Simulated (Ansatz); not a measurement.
BAs, 2 atoms in the cell. The structure is cubic, space group F-43m (No. 216). The conventional cell has a = 4.777 Å, b = 4.777 Å, c = 4.777 Å, α = 90.00°, β = 90.00°, γ = 90.00°. As (site symmetry -43m) is surrounded by 4 B at 2.07 Å. Around B (site symmetry -43m) lie 4 As at 2.07 Å. 

* Program: Ansatz 0.2.0
* Task: Born charges and dielectric tensor
* Functional: PBE
* Potentials or basis: all-electron PAW datasets made for the crystal
* Cutoff: 290 eV (chosen from the basis error)
* k mesh: 10 × 10 × 10
* Occupations: fixed
* Spin: no spin polarisation

Potentials or basis: all-electron PAW datasets made for the crystal.

Command:

```sh
$ ansatz run input.yaml --threads 1 --pin off --max-ram 3072MiB --backend cpu --events-out ev --progress --plain --runs-dir out
```

Hardware: 1 thread of Arm Neoverse V2, on a shared host.

**Question.** How long does it take, and how much memory?

**Answer.** Run time: 51 s on 1 thread of Arm Neoverse V2, with other jobs on the host, peak memory 1 GiB. Counts: scf iterations 9, plane waves 307, k points 171, bands 8.
